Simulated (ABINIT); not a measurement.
# Ga (Pm-3m) in ABINIT: notebook

Aim: see how the results for Ga move with the level of theory and the settings. Levels: PBEsol, RPBE, BLYP, AM05, r2SCAN. Tasks: single point.

All numbers are computed with ABINIT 10.8.3 (patched build); they aren't measurements. Logs are shortened: lines on timing, memory, paths and dates and some standing lists are left out, and cuts for length are marked. The log counts tension as positive stress, the text compression.

## Step 1: The structure

It takes space group Pm-3m (No. 221, cubic). The conventional cell has a = 2.716 Å, b = 2.716 Å, c = 2.716 Å, α = 90.00°, β = 90.00°, γ = 90.00°. Around Ga (site symmetry m-3m) lie 6 Ga at 2.72 Å.

The cell was built by a generator and needn't be a form met in nature.

## Step 2: Single point, PBEsol

The input, run.abi:

```
# Pseudopotentials
pp_dirpath "./"
pseudos "Ga.GGA_PBE-JTH.xml"

# Structure
acell 3*1.0
rprim
     5.1334032230     0.0000000000     0.0000000000
     0.0000000000     5.1334032230     0.0000000000
     0.0000000000     0.0000000000     5.1334032230
ntypat 1
znucl 31
natom 1
typat 1
xred
     0.0000000000     0.0000000000     0.0000000000

# Plane-wave basis
ecut 544.227725 eV
pawecutdg 40.0
pawxcdev 0

# k points
kptopt 1
ngkpt 10 10 10
nshiftk 1
shiftk 0.0 0.0 0.0

# Exchange and correlation
ixc -116133

# Bands and occupations
nband 11
occopt 3
tsmear 0.05 eV

# SCF cycle
nstep 100
tolvrs 1.0e-9

# Output
iomode 3
prtwf 0
prteig 0
prtebands 0
enunit 1
prtden 1
prtvha 1
prtvclmb 1
prtpot 1
```

Potentials or basis: JTH PAW PBE v2.0.

On the command line:

```sh
> abinit run.abi > log 2>&1
```

run.abo:

```text
.Version 10.8.3 of ABINIT
 Symmetries : space group Pm -3 m (#221); Bravais cP (primitive cubic)
================================================================================
 Values of the parameters that define the memory need of the present run
     intxc =       0    ionmov =       0      iscf =      17    lmnmax =      18
     lnmax =       6     mgfft =      24  mpssoang =       3    mqgrid =    3001
     natom =       1  nloc_mem =       2    nspden =       1   nspinor =       1
    nsppol =       1      nsym =      48    n1xccc =       1    ntypat =       1
    occopt =       3   xclevel =       2
       mpw =         588          nfft =       13824          nkpt =          56
 PAW method is used; the additional fine FFT grid is defined by:
   mgfftf=        30    nfftf =     27000
================================================================================
================================================================================

--------------------------------------------------------------------------------
------------- Echo of variables that govern the present computation ------------
--------------------------------------------------------------------------------
 -outvars: echo values of preprocessed input variables --------
            acell      1.0000000000E+00  1.0000000000E+00  1.0000000000E+00 Bohr
              amu      6.97230000E+01
             ecut      2.00000000E+01 Hartree
           enunit           1
                       outvar_i_n : Printing only first  50 k-points.
              ixc     -116133
                       outvar_i_n : Printing only first  50 k-points.
         kptrlatt       10    0    0      0   10    0      0    0   10
          kptrlen      5.13340322E+01
            natom           1
            nband          11
            ngfft          24      24      24
          ngfftdg          30      30      30
             nkpt          56
            nstep         100
             nsym          48
           ntypat           1
                       prtocc : prtvol=0, do not print more k-points.
           occopt           3
        pawecutdg      4.00000000E+01 Hartree
         pawxcdev           0
        prtebands           0
           prteig           0
           prtpot           1
         prtvclmb           1
           prtvha           1
            prtwf           0
            rprim      5.1334032230E+00  0.0000000000E+00  0.0000000000E+00
                       0.0000000000E+00  5.1334032230E+00  0.0000000000E+00
                       0.0000000000E+00  0.0000000000E+00  5.1334032230E+00
          spgroup         221
           tolvrs      1.00000000E-09
           tsmear      1.83746611E-03 Hartree
            typat      1
           useylm           1
                       outvars : Printing only first  50 k-points.
            znucl       31.00000

================================================================================

 chkinp: Checking input parameters for consistency.

================================================================================
== DATASET  1 ==================================================================

--- !DatasetInfo
iteration_state: {dtset: 1, }
dimensions: {natom: 1, nkpt: 56, mband: 11, nsppol: 1, nspinor: 1, nspden: 1, mpw: 588, }
cutoff_energies: {ecut:  20.0, pawecutdg:  40.0, }
electrons: {nelect:   1.30000000E+01, charge:   0.00000000E+00, occopt:   3.00000000E+00, tsmear:   1.83746611E-03, }
meta: {optdriver: 0, ionmov: 0, optcell: 0, iscf: 17, paral_kgb: 0, }
...

 Real(R)+Recip(G) space primitive vectors, cartesian coordinates (Bohr,Bohr^-1):
 R(1)=  5.1334032  0.0000000  0.0000000  G(1)=  0.1948025  0.0000000  0.0000000
 R(2)=  0.0000000  5.1334032  0.0000000  G(2)=  0.0000000  0.1948025  0.0000000
 R(3)=  0.0000000  0.0000000  5.1334032  G(3)=  0.0000000  0.0000000  0.1948025
 Unit cell volume ucvol=  1.3527456E+02 bohr^3
 Angles (23,13,12)=  9.00000000E+01  9.00000000E+01  9.00000000E+01 degrees

 Coarse grid specifications (used for wave-functions):

 getcut: wavevector=  0.0000  0.0000  0.0000  ngfft=  24  24  24
         ecut(hartree)=     20.000   => boxcut(ratio)=   2.32234

 getcut : COMMENT -
  Note that boxcut > 2.2 ; recall that boxcut=Gcut(box)/Gcut(sphere) = 2
  is sufficient for exact treatment of convolution.
  Such a large boxcut is a waste : you could raise ecut
  e.g. ecut=   26.966308 Hartrees makes boxcut=2

 Fine grid specifications (used for densities):

 getcut: wavevector=  0.0000  0.0000  0.0000  ngfft=  30  30  30
         ecut(hartree)=     40.000   => boxcut(ratio)=   2.05268

--- Pseudopotential description ------------------------------------------------
- pspini: atom type   1  psp file is ./Ga.GGA_PBE-JTH.xml
 Pseudopotential format is: paw10
 basis_size (lnmax)=  6 (lmn_size= 18), orbitals=   0   0   1   1   2   2
 Spheres core radius: rc_sph= 2.10359248
 Shapefunction is BESSEL type: shapef(r,l)=aa(1,l)*jl(q(1,l)*r)+aa(2,l)*jl(q(2,l)*r)
 Radius for shape functions =  1.80829011
 Compensation charge density is not taken into account in XC energy/potential

   3.07034568E+02                                ecore*ucvol(ha*bohr**3)
--------------------------------------------------------------------------------

[... 7 lines left out ...]

     iter   Etot(hartree)      deltaE(h)  residm     nres2
 ETOT  1  -78.912757379536    -7.891E+01 1.790E+00 3.826E-01
 ETOT  2  -79.056927764364    -1.442E-01 4.905E-02 9.248E-03
 ETOT  3  -79.056796300804     1.315E-04 1.492E-03 1.573E-03
 ETOT  4  -79.056800806162    -4.505E-06 1.585E-04 1.055E-04
 ETOT  5  -79.056800619578     1.866E-07 1.812E-04 5.734E-05
 ETOT  6  -79.056800411521     2.081E-07 8.438E-05 2.383E-06
 ETOT  7  -79.056800403478     8.042E-09 8.034E-05 1.824E-08
 ETOT  8  -79.056800404896    -1.417E-09 7.509E-05 2.624E-09
 ETOT  9  -79.056800404895     8.669E-13 4.955E-05 4.540E-11

 At SCF step    9       nres2   =  4.54E-11 < tolvrs=  1.00E-09 =>converged.

 Cartesian components of stress tensor (hartree/bohr^3)
  sigma(1 1)=  1.01972373E-04  sigma(3 2)=  0.00000000E+00
  sigma(2 2)=  1.01972373E-04  sigma(3 1)=  0.00000000E+00
  sigma(3 3)=  1.01972373E-04  sigma(2 1)=  0.00000000E+00

--- !ResultsGS
iteration_state: {dtset: 1, }
comment   : Summary of ground state results
lattice_vectors:
- [  5.1334032,   0.0000000,   0.0000000, ]
- [  0.0000000,   5.1334032,   0.0000000, ]
- [  0.0000000,   0.0000000,   5.1334032, ]
lattice_lengths: [   5.13340,    5.13340,    5.13340, ]
lattice_angles: [ 90.000,  90.000,  90.000, ] # degrees, (23, 13, 12)
lattice_volume:   1.3527456E+02
convergence: {deltae:  8.669E-13, res2:  4.540E-11, residm:  4.955E-05, diffor: null, }
etotal    :  -7.90568004E+01
entropy   :   0.00000000E+00
fermie    :   1.72611177E-01
cartesian_stress_tensor: # hartree/bohr^3
- [  1.01972373E-04,   0.00000000E+00,   0.00000000E+00, ]
- [  0.00000000E+00,   1.01972373E-04,   0.00000000E+00, ]
- [  0.00000000E+00,   0.00000000E+00,   1.01972373E-04, ]
pressure_GPa:  -3.0001E+00
xred      :
- [  0.0000E+00,   0.0000E+00,   0.0000E+00, Ga]
cartesian_forces: # hartree/bohr
- [ -0.00000000E+00,  -0.00000000E+00,  -0.00000000E+00, ]
force_length_stats: {min:   0.00000000E+00, max:   0.00000000E+00, mean:   0.00000000E+00, }
...

 Integrated electronic density in atomic spheres:
 ------------------------------------------------
 Atom  Sphere_radius  Integrated_density
    1        2.10359         11.00926339

================================================================================

 ----iterations are completed or convergence reached----

 Mean square residual over all n,k,spin=   18.214E-08; max=  49.550E-06
 reduced coordinates (array xred) for    1 atoms
       0.000000000000      0.000000000000      0.000000000000
 rms dE/dt=  0.0000E+00; max dE/dt=  0.0000E+00; dE/dt below (all hartree)
    1       0.000000000000      0.000000000000      0.000000000000

 cartesian coordinates (angstrom) at end:
    1      0.00000000000000     0.00000000000000     0.00000000000000

 cartesian forces (hartree/bohr) at end:
    1     -0.00000000000000    -0.00000000000000    -0.00000000000000
 frms,max,avg= 0.0000000E+00 0.0000000E+00   0.000E+00  0.000E+00  0.000E+00 h/b

 cartesian forces (eV/Angstrom) at end:
    1     -0.00000000000000    -0.00000000000000    -0.00000000000000
 frms,max,avg= 0.0000000E+00 0.0000000E+00   0.000E+00  0.000E+00  0.000E+00 e/A
 length scales=  1.000000000000  1.000000000000  1.000000000000 bohr
              =  0.529177210544  0.529177210544  0.529177210544 angstroms
 Fermi (or HOMO) energy (eV) =   4.69699   Average Vxc (eV)=  -9.71332
 Eigenvalues (   eV  ) for nkpt=  56  k points:
 kpt#   1, nband= 11, wtk=  0.00100, kpt=  0.0000  0.0000  0.0000 (reduced coord)
 -10.34685  -10.34685   -9.82931   -9.82931   -9.82931   -5.88265   13.63188   13.63188
  13.63188   16.51066   16.51066
 prteigrs : prtvol=0 or 1, do not print more k-points.

--- !EnergyTerms
iteration_state     : {dtset: 1, }
comment             : Components of total free energy in Hartree
kinetic             :  4.88011913599954E+00
hartree             :  2.26368760306524E+01
xc                  : -1.59054156743297E+00
Ewald energy        : -4.67042284817835E+01
psp_core            :  2.26971400603724E+00
local_psp           : -6.04338409672137E+01
PAW spherical_terms : -1.14693818831793E-01
internal            : -7.90565956625728E+01
'-kT*entropy'       : -2.04470683574334E-04
total_energy        : -7.90568001332564E+01
total_energy_eV     : -2.15124512379736E+03
...

--- !EnergyTermsDC
iteration_state     : {dtset: 1, }
comment             : '"Double-counting" decomposition of free energy'
band_energy         : -3.63371638347888E+00
Ewald energy        : -4.67042284817835E+01
psp_core            :  2.26971400603724E+00
xc_dc               : -2.22081701852095E+01
PAW spherical_terms : -8.78019488977650E+00
internal            : -7.90565959342112E+01
'-kT*entropy'       : -2.04470683574334E-04
total_energy_dc     : -7.90568004048947E+01
total_energy_dc_eV  : -2.15124513118902E+03
...

--- !EnergyTermsWithPAWCore
iteration_state     : {dtset: 1, }
comment             : 'Components of total free energy, including PAW core contributions'
Total energy        : -1.94257894930465E+03
Total energy DC     : -1.94257894957629E+03
Total energy (eV)   : -5.28602661028407E+04
Total energy DC (eV): -5.28602661102324E+04
...

 Cartesian components of stress tensor (hartree/bohr^3)
  sigma(1 1)=  1.01972373E-04  sigma(3 2)=  0.00000000E+00
  sigma(2 2)=  1.01972373E-04  sigma(3 1)=  0.00000000E+00
  sigma(3 3)=  1.01972373E-04  sigma(2 1)=  0.00000000E+00

-Cartesian components of stress tensor (GPa)         [Pressure= -3.0001E+00 GPa]
- sigma(1 1)=  3.00013078E+00  sigma(3 2)=  0.00000000E+00
- sigma(2 2)=  3.00013078E+00  sigma(3 1)=  0.00000000E+00
- sigma(3 3)=  3.00013078E+00  sigma(2 1)=  0.00000000E+00

== END DATASET(S) ==============================================================
================================================================================

 -outvars: echo values of variables after computation  --------
            acell      1.0000000000E+00  1.0000000000E+00  1.0000000000E+00 Bohr
           etotal     -7.9056800405E+01
            fcart     -0.0000000000E+00 -0.0000000000E+00 -0.0000000000E+00
            rprim      5.1334032230E+00  0.0000000000E+00  0.0000000000E+00
                       0.0000000000E+00  5.1334032230E+00  0.0000000000E+00
                       0.0000000000E+00  0.0000000000E+00  5.1334032230E+00
           strten      1.0197237259E-04  1.0197237259E-04  1.0197237259E-04
                       0.0000000000E+00  0.0000000000E+00  0.0000000000E+00
 Calculation completed.
```

Wall time 10 s (1 thread of Arm Neoverse V1, shared host); peak memory 0.09 GiB.

What came out:

```
Free energy                                           : -2151.2451 eV
Pressure                                              : -3.0 GPa
Band gap on the k mesh                                : none (metal or under the smearing width)
Valence electrons inside the program's atomic spheres : Ga 11.01 (radii [1.1132] Å)
```

Caveat: the PAW data sets were made with another functional, which shifts forces and pressure a little.

## Step 3: Single point, RPBE

Changes to run.abi since step 2:

```diff
@@ -29,3 +29,3 @@
 # Exchange and correlation
-ixc -116133
+ixc 15
```

Potentials or basis: JTH PAW PBE v2.0.

On the command line:

```sh
> abinit run.abi > log 2>&1
```

It took 9.2 s on 1 thread of Arm Neoverse V1, shared host; peak memory 0.09 GiB.

Results (log left out):

```yaml
Free_energy: -2150.1128 eV
Pressure: 1.9 GPa
Band_gap_on_the_k_mesh: none (metal or under the smearing width)
Valence_electrons_inside_the_program's_atomic_spheres: Ga 11.00 (radii [1.1132] Å)
```

Levels at points of the mesh, in eV from the Fermi level:
| k point | band 2 | band 3 | band 4 | band 5 | band 6 | band 7 | band 8 | band 9 | band 10 | band 11 |
| --- | --- | --- | --- | --- | --- | --- | --- | --- | --- | --- |
| (0.00, 0.00, 0.00) | -15.14 | -14.63 | -14.63 | -14.63 | -10.58 | 8.96 | 8.96 | 8.96 | 11.74 | 11.74 |
| (0.50, 0.00, 0.00) | -14.82 | -14.77 | -14.77 | -14.62 | -6.20 | -4.14 | 12.42 | 12.42 | 15.38 | 16.41 |
| (0.50, 0.50, 0.00) | -14.95 | -14.75 | -14.75 | -14.49 | -1.62 | -0.69 | -0.69 | 4.15 | 15.97 | 20.43 |
| (0.50, 0.50, 0.50) | -14.97 | -14.97 | -14.48 | -14.48 | 2.62 | 2.62 | 2.62 | 3.85 | 8.09 | 8.09 |

Caveat: the PAW data sets were made with another functional, which shifts forces and pressure a little.

## Step 4: Single point, BLYP

Changes to run.abi since step 3:

```diff
@@ -29,3 +29,3 @@
 # Exchange and correlation
-ixc 15
+ixc -106131
```

On the command line:

```sh
> abinit run.abi > log 2>&1
```

Run time: 9.6 s. Hardware: 1 thread of Arm Neoverse V1, shared host; peak memory 0.09 GiB.

The run converged. Its results:

| Quantity | Value |
| --- | --- |
| Free energy | -2150.6011 eV |
| Pressure | 5.1 GPa |
| Band gap on the k mesh | none (metal or under the smearing width) |
| Valence electrons inside the program's atomic spheres | Ga 11.06 (radii [1.1132] Å) |

Levels at points of the mesh, in eV from the Fermi level:
| k point | band 3 | band 4 | band 5 | band 6 | band 7 | band 8 | band 9 | band 10 |
| --- | --- | --- | --- | --- | --- | --- | --- | --- |
| (0.00, 0.00, 0.00) | -14.75 | -14.75 | -14.75 | -10.58 | 8.83 | 8.83 | 8.83 | 11.97 |
| (0.50, 0.00, 0.00) | -14.89 | -14.89 | -14.74 | -6.34 | -3.96 | 12.12 | 12.12 | 15.46 |
| (0.50, 0.50, 0.00) | -14.87 | -14.87 | -14.61 | -1.92 | -0.66 | -0.66 | 4.65 | 15.49 |
| (0.50, 0.50, 0.50) | -15.08 | -14.60 | -14.60 | 2.49 | 2.49 | 2.49 | 3.33 | 8.45 |

Caveat: the PAW data sets were made with another functional, which shifts forces and pressure a little.

## Step 5: Single point, AM05

Changes to run.abi since step 4:

```diff
@@ -29,3 +29,3 @@
 # Exchange and correlation
-ixc -106131
+ixc -120135
```

On the command line:

```sh
> abinit run.abi > log 2>&1
```

Run time: 10 s. Hardware: 1 thread of Arm Neoverse V1, shared host; peak memory 0.09 GiB.

The run converged. Its results:

```yaml
Free_energy: -2151.1979 eV
Pressure: -3.2 GPa
Band_gap_on_the_k_mesh: none (metal or under the smearing width)
Valence_electrons_inside_the_program's_atomic_spheres: Ga 11.01 (radii [1.1132] Å)
```

Levels at points of the mesh, in eV from the Fermi level:
```csv
k point,band 4,band 5,band 6,band 7,band 8,band 9
"(0.00, 0.00, 0.00)",-14.59,-14.59,-10.58,8.95,8.95,8.95
"(0.50, 0.00, 0.00)",-14.73,-14.58,-6.20,-4.15,12.39,12.39
"(0.50, 0.50, 0.00)",-14.71,-14.45,-1.64,-0.68,-0.68,4.11
"(0.50, 0.50, 0.50)",-14.44,-14.44,2.63,2.63,2.63,3.79
```

Caveat: the PAW data sets were made with another functional, which shifts forces and pressure a little.

## Step 6: Single point, r2SCAN

Changes to run.abi since step 5:

```diff
@@ -20,3 +20,2 @@
 pawecutdg 40.0
-pawxcdev 0
 
@@ -29,3 +28,5 @@
 # Exchange and correlation
-ixc -120135
+ixc -497498
+usekden 1
+pawxcdev 0
 
@@ -38,3 +39,3 @@
 nstep 100
-tolvrs 1.0e-9
+tolvrs 1.0e-7
```

Potentials or basis: JTH PAW PBE v2.0.

On the command line:

```sh
> abinit run.abi > log 2>&1
```

run.abo:

```text
.Version 10.8.3 of ABINIT
 Symmetries : space group Pm -3 m (#221); Bravais cP (primitive cubic)
================================================================================
 Values of the parameters that define the memory need of the present run
     intxc =       0    ionmov =       0      iscf =      17    lmnmax =      18
     lnmax =       6     mgfft =      24  mpssoang =       3    mqgrid =    3001
     natom =       1  nloc_mem =       2    nspden =       1   nspinor =       1
    nsppol =       1      nsym =      48    n1xccc =       1    ntypat =       1
    occopt =       3   xclevel =       2
       mpw =         588          nfft =       13824          nkpt =          56
 PAW method is used; the additional fine FFT grid is defined by:
   mgfftf=        30    nfftf =     27000
================================================================================
================================================================================

--------------------------------------------------------------------------------
[... 224 lines left out ...]
...

 Cartesian components of stress tensor (hartree/bohr^3)
  sigma(1 1)=  9.22871957E-05  sigma(3 2)=  0.00000000E+00
  sigma(2 2)=  9.22871957E-05  sigma(3 1)=  0.00000000E+00
  sigma(3 3)=  9.22871957E-05  sigma(2 1)=  0.00000000E+00

-Cartesian components of stress tensor (GPa)         [Pressure= -2.7152E+00 GPa]
- sigma(1 1)=  2.71518304E+00  sigma(3 2)=  0.00000000E+00
- sigma(2 2)=  2.71518304E+00  sigma(3 1)=  0.00000000E+00
- sigma(3 3)=  2.71518304E+00  sigma(2 1)=  0.00000000E+00

== END DATASET(S) ==============================================================
================================================================================

 -outvars: echo values of variables after computation  --------
            acell      1.0000000000E+00  1.0000000000E+00  1.0000000000E+00 Bohr
           etotal     -7.2165453047E+01
            fcart     -0.0000000000E+00 -0.0000000000E+00 -0.0000000000E+00
            rprim      5.1334032230E+00  0.0000000000E+00  0.0000000000E+00
                       0.0000000000E+00  5.1334032230E+00  0.0000000000E+00
                       0.0000000000E+00  0.0000000000E+00  5.1334032230E+00
           strten      9.2287195730E-05  9.2287195730E-05  9.2287195730E-05
                       0.0000000000E+00  0.0000000000E+00  0.0000000000E+00
 Calculation completed.
```

Run time: 30 s. Hardware: 1 thread of Arm Neoverse V1, shared host; peak memory 0.1 GiB.

What came out:

- Free energy: -1963.7220 eV
- Pressure: -2.7 GPa
- Band gap on the k mesh: none (metal or under the smearing width)
- Valence electrons inside the program's atomic spheres: Ga 11.01 (radii [1.1132] Å)

Caveat: totals of a meta-GGA on PAW files have another zero than those of a GGA; the PAW data sets were made with another functional, which shifts forces and pressure a little.

## Step 7: Overview

| level | gap on the mesh (eV) | pressure (GPa) |
| --- | --- | --- |
| PBEsol | none | -3.0 |
| RPBE | none | 1.9 |
| BLYP | none | 5.1 |
| AM05 | none | -3.2 |
| r2SCAN | none | -2.7 |

Alike in all rows: task single point; potentials or basis JTH PAW PBE v2.0; no spin polarisation; cell as given; k mesh 10 × 10 × 10; cutoff (eV) 544; smearing fermi-dirac 0.05 eV.

Every run on the cell as given and a fine mesh finds a metal. The pressure there spans -3.2 GPa (AM05) to 5.1 GPa (BLYP); a positive pressure means that this level wants a larger cell, a negative one a smaller.

Caveats: the PAW data sets were made with another functional, which shifts forces and pressure a little; totals of a meta-GGA on PAW files have another zero than those of a GGA (some runs).

Total energies depend on the potentials used, so only differences within one code and one set of settings carry meaning.
